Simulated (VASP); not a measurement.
**AlN in VASP: one cell, several levels of theory**

What does VASP give for AlN (database structure), under -3.0 % biaxial strain in x and y, z held, the cell held fixed? Runs: PBE, r2SCAN. The results are then set beside those of Ansatz 0.2.0 for the same cell.

Program: VASP 6.6.1. PAW datasets, plane waves. Computed at 0 K without zero-point motion; spin polarisation is off.

## 1. Starting point

The cell comes from an earlier relaxation with r2SCAN in another program, then strained, with the atoms relaxed again.

The symmetry is I-4m2 (No. 119, tetragonal); a = 2.996 Å, c = 4.370 Å in the conventional setting, 9.80 Å³ an atom. Around Al lie 4 N at 1.85 Å; around N lie 4 Al at 1.85 Å.

Structure file:

```cif
data_structure
_symmetry_space_group_name_H-M 'I-4m2'
_symmetry_Int_Tables_number 119
_cell_length_a 2.9956
_cell_length_b 2.9956
_cell_length_c 4.3698
_cell_angle_alpha 90.000
_cell_angle_beta 90.000
_cell_angle_gamma 90.000
_cell_volume 39.21
loop_
_atom_site_label
_atom_site_type_symbol
_atom_site_symmetry_multiplicity
_atom_site_Wyckoff_symbol
_atom_site_fract_x
_atom_site_fract_y
_atom_site_fract_z
_atom_site_occupancy
Al1 Al 2 a 0.00000 0.00000 0.00000 1
N1 N 2 c 0.00000 0.50000 0.25000 1
```

## 2. PBE at this geometry

Input file INCAR:

```
ENCUT = 520.000000
SIGMA = 0.020000
EDIFF = 1.00e-07
GGA = PE
PREC = Accurate
IBRION = -1
ISIF = 2
ISMEAR = -1
NBANDS = 11
NELM = 120
NSW = 0
LASPH = .TRUE.
LCHARG = .FALSE.
LWAVE = .FALSE.
LREAL = .FALSE.
```

Input file KPOINTS:

```
KPOINTS created by Atomic Simulation Environment
0
Gamma
10 10 10
0 0 0
```

Input file KPOINTS_OPT:

```
special points
8
Reciprocal
0.0000000000 0.0000000000 0.0000000000 1
-0.5000000000 -0.5000000000 0.0000000000 1
-0.3750000000 -0.3750000000 0.2500000000 1
-0.3750000000 0.0000000000 0.3750000000 1
0.0000000000 0.0000000000 0.5000000000 1
-0.5000000000 -0.2500000000 0.2500000000 1
0.0833330000 0.0833330000 0.1666670000 1
0.0000000000 0.5000000000 0.5000000000 1
```

Input file POSCAR:

```
Al N
 1.0000000000000000
     0.0000000000000000    2.1182377502000000    2.1848764830000000
     2.1182377502000000    0.0000000000000000    2.1848764830000000
     2.1182377502000000    2.1182377502000000    0.0000000000000000
 Al  N
   1   1
Cartesian
  0.0000000000000000  0.0000000000000000  0.0000000000000000
  3.1773566252999998  3.1773566252999998  3.2773147245000001
```

Potentials: the recommended PBE PAW datasets, 8 valence electrons in the neutral cell.

On the command line:

```console
> mpirun -np 1 vasp_std
```

Printed to the terminal (iteration lines stand in OSZICAR):

```text
POSCAR found type information on POSCAR AlN
 POSCAR found :  2 types and       2 ions
 LDA part: xc-table for (Slater+PW92), standard interpolation
 POSCAR, INCAR and KPOINTS ok, starting setup
 FFT: planning ... GRIDC
 FFT: planning ... GRID_SOFT
 FFT: planning ... GRID
 WAVECAR not read
 entering main loop
 Start KPOINTS_OPT (optional k-point list driver)
k-point batch [1-8\8]
```

OSZICAR:

```text
N       E                     dE             d eps       ncg     rms          rms(c)
DAV:   1     0.109677235052E+02    0.10968E+02   -0.39156E+03  2316   0.607E+02
DAV:   2    -0.164051850548E+02   -0.27373E+02   -0.25967E+02  2712   0.140E+02
DAV:   3    -0.172454455647E+02   -0.84026E+00   -0.83932E+00  2770   0.231E+01
DAV:   4    -0.172499581193E+02   -0.45126E-02   -0.45122E-02  2574   0.185E+00
DAV:   5    -0.172500121682E+02   -0.54049E-04   -0.54049E-04  2742   0.193E-01    0.893E+00
DAV:   6    -0.147633958114E+02    0.24866E+01   -0.11672E+01  2643   0.175E+01    0.292E+00
DAV:   7    -0.147530958330E+02    0.10300E-01   -0.20935E-01  2553   0.342E+00    0.214E+00
DAV:   8    -0.147478174839E+02    0.52783E-02   -0.26377E-02  2496   0.153E+00    0.570E-01
DAV:   9    -0.147465267040E+02    0.12908E-02   -0.37084E-03  2706   0.364E-01    0.234E-01
DAV:  10    -0.147465653671E+02   -0.38663E-04   -0.33943E-04  2520   0.121E-01    0.304E-02
DAV:  11    -0.147465793992E+02   -0.14032E-04   -0.12805E-05  2610   0.274E-02    0.139E-02
DAV:  12    -0.147465794670E+02   -0.67776E-07   -0.16130E-07  2676   0.332E-03
   1 F= -.14746579E+02 E0= -.14746579E+02  d E =-.234946E-10
       N       E                     dE             ncg
DAV:   1     0.113366056456E+04   -0.21794E+04      176
DAV:   2     0.918197031003E+03   -0.21546E+03      200
DAV:   3     0.911334087031E+03   -0.68629E+01      221
DAV:   4     0.911287454985E+03   -0.46632E-01      212
DAV:   5     0.911286817615E+03   -0.63737E-03      206
DAV:   6     0.911286806567E+03   -0.11048E-04      218
DAV:   7     0.911286806354E+03   -0.21277E-06      203
DAV:   8     0.911286806350E+03   -0.41625E-08      199
```

The lines after F= are the extra pass for the points of KPOINTS_OPT, at fixed density; their E is not a total energy.

From OUTCAR:

```text
k-points           NKPTS =    102   k-points in BZ     NKDIM =    102   number of bands    NBANDS=     11

   NELECT =       8.0000    total number of electrons

   dimension x,y,z NGX =    24 NGY =   24 NGZ =   24
   dimension x,y,z NGXF=    48 NGYF=   48 NGZF=   48

  energy-cutoff  :      520.00
  volume of cell :       19.61
      direct lattice vectors                 reciprocal lattice vectors
     0.000000000  2.118237750  2.184876483    -0.236045269  0.236045269  0.228845888
     2.118237750  0.000000000  2.184876483     0.236045269 -0.236045269  0.228845888
     2.118237750  2.118237750  0.000000000     0.236045269  0.236045269 -0.228845888

 k-points in reciprocal lattice and weights: KPOINTS created by Atomic Simulation Env
   0.00000000  0.00000000  0.00000000       0.001
   0.10000000  0.00000000  0.00000000       0.008
   0.20000000  0.00000000  0.00000000       0.008
   0.30000000 -0.00000000  0.00000000       0.008
   0.40000000  0.00000000  0.00000000       0.008
   0.50000000  0.00000000  0.00000000       0.004
   0.10000000  0.10000000  0.00000000       0.002
   0.20000000  0.10000000  0.00000000       0.008
[... 94 more k-points ...]

 E-fermi :   7.0015

 k-point     1 :       0.0000    0.0000    0.0000
  band No.  band energies     occupation
      1      -8.7815      2.00000
      2       6.4689      2.00000
      3       6.6089      2.00000
      4       6.6089      2.00000
      5      11.3016      0.00000
      6      19.7288      0.00000
      7      19.7288      0.00000
      8      19.7544      0.00000
      9      24.1536      0.00000
     10      25.2726      0.00000
     11      25.4794      0.00000

 k-point     2 :       0.1000    0.0000    0.0000
  band No.  band energies     occupation
      1      -8.6243      2.00000
      2       5.7449      2.00000
      3       6.4566      2.00000
      4       6.5664      2.00000
      5      11.9471      0.00000
      6      19.3156      0.00000
      7      19.8721      0.00000
      8      19.8959      0.00000
      9      22.9689      0.00000
     10      23.8468      0.00000
     11      25.5336      0.00000

 k-point     3 :       0.2000    0.0000    0.0000
  band No.  band energies     occupation
      1      -8.1754      2.00000
      2       4.0929      2.00000
      3       6.2976      2.00000
      4       6.4605      2.00000
      5      13.0677      0.00000
      6      18.4494      0.00000
      7      19.6067      0.00000
      8      19.9252      0.00000
      9      22.7546      0.00000
     10      23.1030      0.00000
     11      24.6932      0.00000

 k-point     4 :       0.3000   -0.0000    0.0000
  band No.  band energies     occupation
      1      -7.5184      2.00000
      2       2.3648      2.00000
      3       6.1188      2.00000
      4       6.3391      2.00000
      5      13.9066      0.00000
      6      17.6144      0.00000
      7      18.7913      0.00000
      8      19.2686      0.00000
      9      24.0056      0.00000
     10      24.0948      0.00000
     11      24.6797      0.00000

 k-point     5 :       0.4000    0.0000    0.0000
  band No.  band energies     occupation
      1      -6.8525      2.00000
      2       0.9961      2.00000
      3       5.9840      2.00000
      4       6.2479      2.00000
      5      14.3297      0.00000
      6      17.0462      0.00000
      7      18.1156      0.00000
      8      18.6325      0.00000
      9      24.9448      0.00000
     10      25.9731      0.00000
     11      26.2716      0.00000

 k-point     6 :       0.5000    0.0000    0.0000
  band No.  band energies     occupation
      1      -6.5455      2.00000
      2       0.4461      2.00000
      3       5.9346      2.00000
      4       6.2146      2.00000
      5      14.4517      0.00000
      6      16.8461      0.00000
      7      17.8594      0.00000
      8      18.3978      0.00000
      9      25.3342      0.00000
     10      27.3727      0.00000
     11      27.6544      0.00000

 k-point     7 :       0.1000    0.1000    0.0000
  band No.  band energies     occupation
      1      -8.5806      2.00000
      2       5.7065      2.00000
      3       6.4119      2.00000
      4       6.4119      2.00000
      5      12.1039      0.00000
      6      19.1654      0.00000
      7      20.0557      0.00000
      8      20.0557      0.00000
      9      20.9516      0.00000
     10      25.5749      0.00000
     11      27.2420      0.00000

 k-point     8 :       0.2000    0.1000    0.0000
  band No.  band energies     occupation
      1      -8.2369      2.00000
      2       4.5432      2.00000
      3       6.2218      2.00000
      4       6.2470      2.00000
      5      12.9660      0.00000
      6      18.5062      0.00000
      7      19.1132      0.00000
      8      20.3117      0.00000
      9      21.0695      0.00000
     10      24.9546      0.00000
     11      26.4681      0.00000

 k-point     9 :       0.3000    0.1000    0.0000
  band No.  band energies     occupation
      1      -7.6519      2.00000
      2       2.9624      2.00000
      3       5.9973      2.00000
      4       6.0720      2.00000
      5      13.8204      0.00000
      6      17.2677      0.00000
      7      18.7578      0.00000
      8      20.0112      0.00000
      9      22.3166      0.00000
     10      25.3026      0.00000
     11      25.8544      0.00000

 k-point    10 :       0.4000    0.1000    0.0000
  band No.  band energies     occupation
      1      -6.9743      2.00000
      2       1.5211      2.00000
      3       5.6987      2.00000
      4       6.0140      2.00000
      5      14.4223      0.00000
      6      16.2492      0.00000
      7      18.8021      0.00000
      8      19.3400      0.00000
      9      23.8972      0.00000
     10      26.0613      0.00000
     11      26.7505      0.00000

 k-point    11 :       0.5000    0.1000    0.0000
  band No.  band energies     occupation
      1      -6.5074      2.00000
      2       0.6767      2.00000
      3       5.4550      2.00000
      4       6.0634      2.00000
      5      14.8786      0.00000
      6      15.6722      0.00000
      7      18.7905      0.00000
      8      18.8433      0.00000
      9      25.4548      0.00000
     10      26.7511      0.00000
     11      27.4772      0.00000

 k-point    12 :      -0.4000    0.1000    0.0000
  band No.  band energies     occupation
      1      -6.5940      2.00000
      2       0.8300      2.00000
      3       5.3425      2.00000
      4       6.2023      2.00000
      5      14.8316      0.00000
      6      16.0277      0.00000
      7      18.6909      0.00000
      8      18.7489      0.00000
      9      25.5998      0.00000
     10      25.6062      0.00000
     11      27.5124      0.00000

 k-point    13 :      -0.3000    0.1000    0.0000
  band No.  band energies     occupation
      1      -7.1602      2.00000
      2       1.8958      2.00000
      3       5.3999      2.00000
      4       6.3844      2.00000
      5      14.4285      0.00000
      6      17.0369      0.00000
      7      18.5964      0.00000
      8      19.1280      0.00000
      9      23.4601      0.00000
     10      25.0746      0.00000
     11      26.6824      0.00000

 k-point    14 :      -0.2000    0.1000    0.0000
  band No.  band energies     occupation
      1      -7.8346      2.00000
      2       3.4129      2.00000
      3       5.6296      2.00000
      4       6.5447      2.00000
      5      13.7239      0.00000
      6      18.1179      0.00000
      7      18.8745      0.00000
      8      19.9027      0.00000
      9      21.9138      0.00000
     10      24.4581      0.00000
     11      25.8377      0.00000

 k-point    15 :      -0.1000    0.1000    0.0000
  band No.  band energies     occupation
      1      -8.3616      2.00000
      2       4.8909      2.00000
      3       6.0140      2.00000
      4       6.6174      2.00000
      5      12.7241      0.00000
      6      18.7589      0.00000
      7      19.7514      0.00000
      8      20.1404      0.00000
      9      22.0670      0.00000
     10      23.6769      0.00000
     11      26.1982      0.00000

 k-point    16 :       0.2000    0.2000    0.0000
  band No.  band energies     occupation
      1      -8.0084      2.00000
      2       4.2704      2.00000
      3       5.9383      2.00000
      4       5.9383      2.00000
      5      13.0358      0.00000
      6      18.0970      0.00000
      7      18.3057      0.00000
      8      20.8875      0.00000
      9      20.8875      0.00000
     10      26.4778      0.00000
     11      28.8793      0.00000

[... the tables of k-points 17 to 102 left out ...]

  Total        2.4933987      2.4933987      1.9703297      0.0000000      0.0000000     -0.0000000
  in kB      203.7492478    203.7492478    161.0064199      0.0000000      0.0000000     -0.0000000
  external PRESSURE =     189.5016385 kB  Pullay stress =       0.0000000 kB

 POSITION                                       TOTAL-FORCE (eV/Angst)
 -----------------------------------------------------------------------------------
      0.00000      0.00000      0.00000        -0.000000     -0.000000      0.000000
      3.17736      3.17736      3.27731         0.000000      0.000000      0.000000
 -----------------------------------------------------------------------------------
    total drift:                                0.000000      0.000000     -0.000000

  FREE ENERGIE OF THE ION-ELECTRON SYSTEM (eV)
  ---------------------------------------------------
  free  energy   TOTEN  =       -14.7465794670 eV

  energy  without entropy=      -14.7465794670  energy(sigma->0) =      -14.74657947
```

Hardware: 1 MPI rank of Intel Xeon Platinum 8488C, shared host.

The levels at the points of KPOINTS_OPT are read from vasprun.xml.

Near the gap, in eV above the top of the last filled band v; c is the band after it:

| point | v−1 | v | c | c+1 |
| --- | --- | --- | --- | --- |
| Γ | -0.01 | -0.01 | 4.68 | 13.11 |
| X | -1.71 | -1.71 | 3.40 | 9.24 |
| U | -3.84 | -1.30 | 5.40 | 10.76 |
| K | -3.89 | -1.56 | 5.15 | 10.34 |
| L | -0.68 | -0.40 | 7.83 | 10.23 |
| W | -3.64 | -2.89 | 6.25 | 11.68 |

Gap with PBE: 3.24 eV, valence top at (0.08, 0.08, 0.17), conduction bottom at (0.50, 0.00, 0.50). Least direct gap: 4.69 eV. Pressure: 18.95 GPa; the forces vanish within 0.01 eV/Å.

[end of part 1 of 2]
